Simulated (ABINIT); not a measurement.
## As in ABINIT: the effect of potentials

Crystal: As.

```xyz
2
Lattice="1.8808 1.0859 3.5141 -1.8808 1.0859 3.5141 0.0000 -2.1718 3.5141" Properties=species:S:1:pos:R:3 pbc="T T T"
As    0.0000    0.0000    2.3825
As    0.0000    0.0000    8.1597
```

Alike in all runs:

* Program: ABINIT 10.8.3 (patched build)
* Task: single point
* Functional: r2SCAN
* k mesh: 7 × 7 × 7
* Occupations: fermi-dirac, width 0.05 eV
* Spin: no spin polarisation

```tsv
potentials	cutoff	pressure (GPa)	largest force (eV/Å)
Ansatz PAW PBE default generated set, frozen core	490 eV	1.8	0.11
JTH PAW PBE v2.0	490 eV	1.8	0.12
Ansatz NC r2SCAN	1469 eV	1.9	0.12
SG15 NC PBE v1.2	599 eV	?	?
PseudoDojo NC SR PBE v0.4.1 standard	1361 eV	1.2	0.04
```

What does the run with potentials SG15 NC PBE v1.2 give?

Pressure 3.6 GPa; largest force 0.33 eV/Å.

Caveats: the PAW data sets were made with another functional, which shifts forces and pressure a little (some runs); the potentials were made for another functional, which shifts forces and pressure (some runs); the atomic spheres overlap (some runs); a meta-GGA on potentials with a model core is unreliable (some runs).

The runs don't all hold the same shells in valence.
